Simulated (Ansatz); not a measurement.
BaTe (rocksalt): gap against strain (uniaxial along x, other directions held)

Rocksalt BaTe, relaxed with r2SCAN in the plane-wave code Ansatz, then strained (uniaxial along x, other directions held; changes of length per length, axes as in the cell below) with the atoms relaxed again within the symmetry that is left. It is cubic, Fm-3m (No. 225); a = 7.065 Å in the conventional setting, 44.08 Å³ an atom. Ba is surrounded by 6 Te at 3.53 Å; Te is surrounded by 6 Ba at 3.53 Å. No spin polarisation and no zero-point or thermal motion.

```yaml
crystal:
  lattice:
    - [0.00000, 3.53239, 3.53239]
    - [3.53239, 0.00000, 3.53239]
    - [3.53239, 3.53239, 0.00000]
  atoms:
    - { symbol: Ba, position: [0.00000, 0.00000, 0.00000] }
    - { symbol: Te, position: [0.50000, 0.50000, 0.50000] }
```

Gaps are the least over each mesh (PBE 6×6×6, r2SCAN 6×6×6, HSE06 4×4×4 when unstrained) and the special points, which keep their unstrained names; stress is the change from the unstrained cell, compression positive.

```
strain (%)  gap, PBE (eV)  gap, r2SCAN (eV)  gap, HSE06 (eV)  edges, HSE06  stress along the strain, r2SCAN (GPa)  energy rise, r2SCAN (meV/atom)
     -3.46          1.518             1.859            2.209         Γ → X                                  +3.16                            13.7
     -2.15          1.576             1.920            2.267         Γ → X                                  +1.80                             5.0
       0.0          1.655             2.004            2.347         Γ → X                                   0.00                             0.0
     +4.02          1.701             2.048            2.401         Γ → X                                  -2.24                            13.8
```

Question: Estimate the row for a strain of -1.0 %.

Answer:
```
strain (%)  gap, PBE (eV)  gap, r2SCAN (eV)  gap, HSE06 (eV)  edges, HSE06  stress along the strain, r2SCAN (GPa)  energy rise, r2SCAN (meV/atom)
      -1.0          1.620             1.967            2.312         Γ → X                                  +0.77                             1.0
```

Between zero and the nearest strains the slope of the HSE06 gap against strain is +0.035 eV per percent for negative and +0.014 for positive strain.

No spin-orbit coupling is included; it can move band edges with weight on the heavy atoms by tenths of an eV.

The meshes of the hybrids are coarse, so their gaps aren't converged to the digits shown.
